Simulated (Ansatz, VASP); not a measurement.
# One calculation of Sr, two programs

```
Sr
1.0
     4.69265    0.00000    0.00000
    -2.34633    4.06396    0.00000
     0.00000    0.00000    7.65796
Sr
2
Direct
  0.33333 0.66667 0.25000
  0.66667 0.33333 0.75000
```

Alike in both runs: functional r2SCAN; k mesh 12 × 12 × 6; occupations gaussian, width 0.1 eV; no spin polarisation.

Ansatz relaxed the structure, and its values are those at the end. VASP's run is a single point on that final structure, the one shown.

|  | VASP | Ansatz |
| --- | --- | --- |
| version | VASP 6.6.1 | Ansatz 0.2.0 |
| potentials or method | VASP PAW PBE potentials, release 64 (Sr_sv) | scalar-relativistic, plane waves, PAW |
| plane-wave cutoff (eV) | 520 | 500 |
| valence electrons in the cell | 20 | 20 |

```csv
,VASP,Ansatz,Ansatz less VASP
gap on the k mesh at the Fermi level (eV),none,none,-
pressure (GPa),-2.0,-2.0,0.00
```

A gap of «none» marks a metal or a gap that the smearing closes.

Caveats: the PAW data sets were made with another functional, which shifts forces and pressure a little (VASP).
